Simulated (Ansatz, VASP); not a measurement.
## Two plane-wave programs on H2Se

```
CELL_PARAMETERS angstrom
3.38164 0.00000 0.00000
0.00000 3.38164 0.00000
0.00000 0.00000 4.09736
ATOMIC_POSITIONS crystal
H 0.00000 0.50000 0.69649
H 0.50000 0.00000 0.69649
Se 0.50000 0.50000 0.82368
```

Alike in both runs: functional PBE; dispersion D3(BJ); k mesh 6 × 6 × 4; occupations gaussian, width 0.1 eV; no spin polarisation.

Ansatz relaxed the structure, and its values are those at the end. VASP's run is a single point on that final structure, the one shown.

|  | VASP | Ansatz |
| --- | --- | --- |
| version | VASP 6.6.1 | Ansatz 0.2.0 |
| potentials or method | VASP PAW PBE potentials, release 64 (H, Se) | scalar-relativistic, plane waves, PAW |
| plane-wave cutoff (eV) | 520 | 420 |
| valence electrons in the cell | 8 | 18 |

|  | VASP | Ansatz | Ansatz less VASP |
| --- | --- | --- | --- |
| gap on the k mesh at the Fermi level (eV) | none | none | - |
| pressure (GPa) | 0.2 | 0.2 | -0.01 |
| rms of the force components (eV/Å) | 0.004 | 0.000 | -0.0037 |

A gap of «none» marks a metal or a gap that the smearing closes. The two sets of potentials don't hold the same shells in valence.

Caveats: the k mesh is coarse (spacing up to 0.38 Å⁻¹), so the values aren't converged.
